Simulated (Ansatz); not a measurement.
**Vibrations of SnS2 (P-3m1) by finite displacements**

```
CELL_PARAMETERS angstrom
3.63246 0.00000 0.00000
-1.81623 3.14580 0.00000
0.00000 0.00000 5.70175
ATOMIC_POSITIONS crystal
Sn 0.00000 0.00000 0.00000
S 0.33333 0.66667 0.25726
S 0.66667 0.33333 0.74274
```

Unless marked otherwise, the numbers come from LDA, all-electron LAPW in Ansatz 0.2.0, scalar-relativistic. k mesh 6×6×4, fixed occupations, basis error target 0.5 meV/atom. The cell was relaxed by PAW under this functional.

Atoms are displaced by 0.01 Å in the smallest supercells that hold the wave vectors of a 2×2×2 mesh. Negative values stand for unstable modes. The zone centre has no LO-TO term.

(1) What are the phonon energies at the solved wave vectors, in meV?

(2) Is the structure dynamically stable at these wave vectors?

(3) How do the optical zone-centre modes decompose, and which are active?

(4) How well do frozen-core PAW files reproduce these all-electron values?

(5) The cell is scaled evenly to 64.177 and 66.131 Å³ (from 65.154), with free atoms relaxed and the shape held, so these aren't the values under hydrostatic pressure. What are the mode Grüneisen parameters γ = −d ln ω/d ln V?

(6) Linear response on PAW files adds the field. What are the dielectric tensor, the Born charges and the LO shift?

## Answers

(1) 

```
                q  point                                                   modes (meV)
0.000 0.000 0.000  Gamma                          25.52 (×2), 26.27 (×2), 38.14, 41.71
0.500 0.000 0.000      M  8.72, 11.72, 20.68, 22.25, 30.63, 31.73, 34.60, 36.59, 37.96
0.000 0.000 0.500      A         3.80 (×2), 5.41, 24.09 (×2), 27.09 (×2), 37.80, 43.66
0.500 0.000 0.500      L  8.55, 11.47, 20.74, 25.30, 29.54, 30.72, 33.88, 37.01, 38.06
```

(2) Yes, no mode is unstable there; wave vectors off this mesh aren't tested.

(3) Point group -3m: Γ_opt = Eu + Eg + A1g + A2u.

```
label    meV  activity     mostly
   Eu  25.52        IR   S (65 %)
   Eg  26.27     Raman  S (100 %)
  A1g  38.14     Raman  S (100 %)
  A2u  41.71        IR   S (65 %)
```

(4) With a cutoff of 420 eV and displacements of 0.0025 Å, the r.m.s. difference over the modes is 0.1 cm⁻¹; the largest difference is 206.1 (PAW) against 205.9 cm⁻¹ (LAPW).

(5) For the highest mode, 356.1 cm⁻¹ in the small cell and 348.4 in the large one give γ ≈ 0.73. From the change of the dynamical matrix on each mode:

| point | cm⁻¹ | γ |
| --- | --- | --- |
| Gamma | 205.9 | 0.81 |
| Gamma | 211.9 | 0.71 |
| Gamma | 307.6 | 0.81 |
| Gamma | 336.4 | 0.64 |
| M | 70.3 | 0.13 |
| M | 94.5 | 0.24 |
| M | 166.8 | 0.70 |
| M | 179.5 | 1.02 |
| M | 247.0 | 0.85 |
| M | 255.9 | 1.07 |
| M | 279.1 | 0.83 |
| M | 295.1 | 0.54 |
| M | 306.2 | 0.81 |
| A | 30.6 | 3.48 |
| A | 43.6 | 5.91 |
| A | 194.3 | 0.30 |
| A | 218.5 | 1.01 |
| A | 304.9 | 0.70 |
| A | 352.1 | 0.72 |
| L | 69.0 | -0.34 |
| L | 92.5 | -0.01 |
| L | 167.2 | 0.58 |
| L | 204.1 | 1.40 |
| L | 238.2 | 0.64 |
| L | 247.7 | 0.80 |
| L | 273.2 | 0.96 |
| L | 298.5 | 0.66 |
| L | 307.0 | 0.80 |

Weighted by the modes' heat capacities at 300 K, the mean on this mesh is 0.82; it moves with the q mesh, and a coarse one overweights the zone boundary. Rows under −0.05 (1 here) are modes that soften under compression and pull towards negative thermal expansion.

(6) ε∞ = (9.42, 9.42, 7.86) along x, y, z with local fields. Born charges (xx, yy, zz): Sn1 (4.94, 4.94, 2.08); S2 (-2.47, -2.47, -1.04); S3 (-2.47, -2.47, -1.04). For q along x the macroscopic field gives longitudinal modes at 299.1 (from 206.1) cm⁻¹. For q along z the macroscopic field gives longitudinal modes at 351.0 (from 336.5) cm⁻¹. Without the field the optical modes lie at 206.1 (Eu), 212.0 (Eg), 307.6 (A1g), 336.5 (A2u) cm⁻¹. With the ions free to follow the field, the program's ε₀ is (19.85, 19.85, 8.55).

Caveats: no dispersion correction, so the spacing and stiffness between layers or molecules are poor; the frozen-core PAW files of the compared runs were fitted under PBE, their cores solved anew for this functional; field response not resolved by the mesh; semilocal gaps are low, and ε∞ tends to come out large.
